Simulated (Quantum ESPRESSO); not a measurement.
Si under changes of volume

One of the cells (19.522 Å³/atom); the others are scaled copies at fixed shape and fractional positions:

```xyz
2
Lattice="4.1209 0.0000 0.0000 -2.0605 3.5688 0.0000 0.0000 0.0000 2.6548" Properties=species:S:1:pos:R:3 pbc="T T T"
Si    0.0000    2.3792    1.3274
Si    2.0605    1.1896    1.3274
```

The cell was built by a generator and needn't be a form met in nature.

- Program: Quantum ESPRESSO 7.5
- Functional: PBE
- Potentials or basis: SSSP 1.3 efficiency PBE
- Cutoff: 748 eV
- Density cutoff: 5987 eV
- k mesh: 8 × 8 × 10
- Occupations: fermi-dirac, width 0.05 eV
- Spin: no spin polarisation

```tsv
volume (Å³/atom)	energy over the lowest point (meV/atom)	pressure (GPa)
18.351	20.21	5.9
18.741	?	?
19.132	2.10	1.8
19.522	0.00	0.0
19.913	1.95	-1.6
20.303	7.56	-3.0
20.693	16.44	-4.2
```

Problem. What does the run at 18.741 Å³/atom give?

Solution. Energy over the lowest point 8.68 meV/atom; pressure 3.7 GPa.

Worked out: A Birch-Murnaghan fit of order 3 (a polynomial in V^(-2/3)) to the other rows has its minimum at 19.52 Å³/atom with B0 = V·E''(V) = 83 GPa and B' = 4.1 at fixed shape and positions, which overstates the stiffness. It gives 8.68 meV/atom at 18.741 Å³/atom, against the run's 8.68, and -dE/dV = 3.7 GPa, against 3.7.

Energies are extrapolated to zero smearing.
